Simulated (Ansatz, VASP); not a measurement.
Given: the input of a run of Ansatz 0.2.0 on Ge.

input.yaml

```yaml
crystal:
  lattice:
    - [1.488052925, -2.59468961, 0.0]
    - [1.488052925, 2.59468961, 0.0]
    - [0.0, 0.0, 4.72759579]
  atoms:
    - { symbol: Ge, position: [0.33344663, 0.66655337, 0.25] }
    - { symbol: Ge, position: [0.66655337, 0.33344663, 0.75] }
hamiltonian:
  xc: pbe
  pseudopotentials: { kind: paw }
kpoints:
  mp_grid: { grid: [10, 10, 6] }
scf:
  occupations: { method: fermi_dirac, width: 0.05 }
output:
  forces: true
  stress: true
  eigenvalues: true
```

Potentials or basis: Ansatz PAW.

Command:

```console
$ ansatz run input.yaml --threads 2 --pin off --max-ram 5120MiB --backend cpu --events-out ev --progress --plain --runs-dir out
```

Problem. Set up the same calculation for VASP 6.6.1. Potentials there: VASP PAW PBE potentials, release 64 (Ge_d).

Solution. As run (the cutoff follows the program's own potentials):

INCAR

```
PREC = Accurate ; ENCUT = 520
EDIFF = 1E-7 ; ISMEAR = -1
SIGMA = 0.05 ; LREAL = False
LASPH = True ; NELM = 60
ALGO = Normal ; ISIF = 2
LWAVE = False ; LCHARG = False
GGA = PE ; NBANDS = 21
```

The input KPOINTS:

```
regular mesh
0
Gamma
  10 10 6
```

The input POSCAR:

```
Ge
1.0
    1.4880529250     -2.5946896100      0.0000000000
    1.4880529250      2.5946896100      0.0000000000
    0.0000000000      0.0000000000      4.7275957900
Ge
2
Direct
    0.3334466300      0.6665533700      0.2500000000
    0.6665533700      0.3334466300      0.7500000000
```

Potentials or basis: VASP PAW PBE potentials, release 64 (Ge_d).

Command:

```sh
$ cat potpaw_PBE.64/Ge_d/POTCAR > POTCAR
$ mpirun -np 1 vasp_std > vasp.out
```

Both were run:

|  | VASP | Ansatz | Ansatz less VASP |
| --- | --- | --- | --- |
| gap on the k mesh at the Fermi level (eV) | none | none | - |
| pressure (GPa) | 4.3 | 4.3 | -0.04 |
| largest component of the traceless stress (GPa) | 1.69 | 1.69 | +0.001 |

A gap of «none» marks a metal or a gap that the smearing closes. With one functional, cell and mesh, what is left measures potentials, basis and numerics.
